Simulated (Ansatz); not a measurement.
# Zr3Si2: the cost of one run

Method: DFT r2SCAN, scalar-relativistic, plane waves, PAW, in Ansatz 0.2.0.

1 further run of the same task is left out (set aside as unsound or not needed). Runs told in other sessions of the task aren't counted.

## (1) The starting structure

The structure is tetragonal, space group P4/mbm (No. 127). Conventional cell: a = 7.108 Å, b = 7.108 Å, c = 3.705 Å, α = 90.00°, β = 90.00°, γ = 90.00°. Zr (site symmetry m2m) is surrounded by 6 Si at 2.76 to 2.83 Å. Zr (site symmetry 4/m) is surrounded by 4 Si at 2.82 Å and 8 Zr at 3.21 Å. Around Si (site symmetry m2m) lie 1 Si at 2.45 Å and 8 Zr at 2.76 to 2.83 Å.

Structure file:

```cif
data_structure
_symmetry_space_group_name_H-M 'P4/mbm'
_symmetry_Int_Tables_number 127
_cell_length_a 7.1084
_cell_length_b 7.1084
_cell_length_c 3.7051
_cell_angle_alpha 90.000
_cell_angle_beta 90.000
_cell_angle_gamma 90.000
_cell_volume 187.22
loop_
_atom_site_label
_atom_site_type_symbol
_atom_site_symmetry_multiplicity
_atom_site_Wyckoff_symbol
_atom_site_fract_x
_atom_site_fract_y
_atom_site_fract_z
_atom_site_occupancy
Zr1 Zr 4 h 0.17391 0.67391 0.50000 1
Zr2 Zr 2 a 0.00000 0.00000 0.00000 1
Si1 Si 4 g 0.62195 0.12195 0.00000 1
```

It goes back to an entry of the Materials Project, which need not be the stable form.

It is the result of an earlier relaxation at this level (volume 18.72 Å³/atom; gap on the mesh: none (metal)).

## (2) Zero of energy

The reference gives a free energy of -27735.8054 eV, pressure 0.02 GPa, largest force 0.002 eV/Å and gap on the mesh none (metal). It was computed beforehand with the settings of the runs below.

## (3) Next: a sublattice displacement scan

Every Si atom is moved by x along the Cartesian unit vector (0.000, 0.000, 1.000); the cell and all other atoms stay fixed. Forces below are components along that vector, summed over the moved atoms.

## (4) x = -0.100 Å

input.yaml

```yaml
crystal:
  lattice:
    - [7.1084398645, 0.0, 0.0]
    - [0.0, 7.1084398645, 0.0]
    - [0.0, 0.0, 3.7051280783]
  atoms:
    - { symbol: Zr, position: [0.1739136664, 0.6739136664, 0.5] }
    - { symbol: Zr, position: [0.8260863336, 0.3260863336, 0.5] }
    - { symbol: Zr, position: [0.3260863336, 0.1739136664, 0.5] }
    - { symbol: Zr, position: [0.6739136664, 0.8260863336, 0.5] }
    - { symbol: Zr, position: [0.0, 0.0, 0.0] }
    - { symbol: Zr, position: [0.5, 0.5, 0.0] }
    - { symbol: Si, position: [0.6219463334, 0.1219463334, -0.0269896203] }
    - { symbol: Si, position: [0.3780536666, 0.8780536666, -0.0269896203] }
    - { symbol: Si, position: [0.8780536666, 0.6219463334, -0.0269896203] }
    - { symbol: Si, position: [0.1219463334, 0.3780536666, -0.0269896203] }
basis:
  ecutwfc: 500
kpoints:
  mp_grid: { grid: [6, 6, 10] }
hamiltonian:
  xc: r2scan
scf:
  occupations: { method: gaussian, width: 0.15 }
output:
  forces: true
  stress: true
  eigenvalues: true
  write_density: true
  write_potential: true
  elf: true
  volumetric_format: npy
```

Run with:

```bash
ansatz run input.yaml --threads 2 --pin off --max-ram 5120MiB --backend cpu --events-out ev --progress --plain --runs-dir out
```

**Question.** How long does this run take on 2 threads of Arm Neoverse V1, shared host, and how much memory does it need?

About 81 s, with a peak of 1 GiB.
